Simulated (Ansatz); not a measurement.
**RbBr under changes of volume**

One of the cells (40.248 Å³/atom); the others are scaled copies at fixed shape and fractional positions:

```
Rb Br
1.0
     0.00000    3.42700    3.42700
     3.42700    0.00000    3.42700
     3.42700    3.42700    0.00000
Rb Br
1 1
Direct
  0.00000 0.00000 0.00000
  0.50000 0.50000 0.50000
```

- Program: Ansatz 0.2.0
- Functional: LDA
- Potentials or basis: all-electron LAPW, scalar-relativistic
- Cutoff: 119 eV (chosen from the basis error)
- Basis error allowed: 0.001 eV/atom
- k mesh: 7 × 7 × 7
- Occupations: fermi-dirac, width 0.05 eV
- Spin: no spin polarisation

```tsv
volume (Å³/atom)	energy over the lowest point (meV/atom)	pressure (GPa)	gap on the mesh (eV)
37.833	0.00	-0.4	4.10
38.638	2.67	-0.7	4.05
39.443	6.90	-1.0	4.00
40.248	12.46	-1.2	3.95
41.053	19.21	-1.4	3.90
41.858	26.98	-1.6	3.86
42.663	?	?	?
```

What does the run at 42.663 Å³/atom give?

Energy over the lowest point 35.64 meV/atom; pressure -1.8 GPa; gap on the mesh 3.82 eV.

Worked out: A Birch-Murnaghan fit of order 3 (a polynomial in V^(-2/3)) to the other rows has its minimum at 37.05 Å³/atom, just outside them, with B0 = V·E''(V) = 18.4 GPa and B' = 5.2. It gives 35.64 meV/atom at 42.663 Å³/atom, against the run's 35.64, and -dE/dV = -1.8 GPa, against -1.8. A straight line through the other rows of the gap, of slope -2.4 eV per unit of ln V (its deformation potential), extrapolates to 3.81 eV, against the run's 3.82.

Energies are extrapolated to zero smearing.

Caveats: an odd mesh through Γ misses points on the zone boundary, where band edges often lie (some runs).

Spin-orbit coupling on Br, Rb is left out.

The runs don't all hold the same shells in valence.
